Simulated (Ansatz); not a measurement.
Crystal: CuO (Tenorite).

```xyz
4
Lattice="2.3418 -1.7113 0.0000 2.3418 1.7113 0.0000 -0.8500 0.0000 5.0579" Properties=species:S:1:pos:R:3 pbc="T T T"
Cu    0.7459   -0.8557    2.5289
Cu    1.1709    0.8557    0.0000
O     1.7043    0.2793    3.7934
O     2.1293   -0.2793    1.2645
```

Base run:

```yaml
Program: Ansatz 0.2.0
Functional: LDA
Potentials_or_basis: Ansatz PAW
Cutoff: "420 eV (not typed: the program's choice for these potentials)"
k_mesh: 10 × 10 × 5
Occupations: fermi-dirac, width 0.05 eV
Spin: no spin polarisation
```

Its results: band gap on the k mesh none (metal or under the smearing width); pressure -9.6 GPa; largest force 0.473 eV/Å.

Task: The run is repeated on the same cell with these changes: functional from LDA to PBE. What comes out?

Result: Band gap on the k mesh none (metal or under the smearing width); pressure 5.7 GPa; largest force 0.263 eV/Å.

PBE binds less tightly than LDA, so the same cell stands under more pressure.

Caveats: the run has no spin polarisation, though such a crystal can be magnetic; semilocal functionals often make such compounds metallic where correlation or magnetic order opens a gap, which also shifts bond lengths; the PAW data sets come from PBE, with cores solved anew for the run's functional, which leaves a small shift of forces and pressure (some runs).
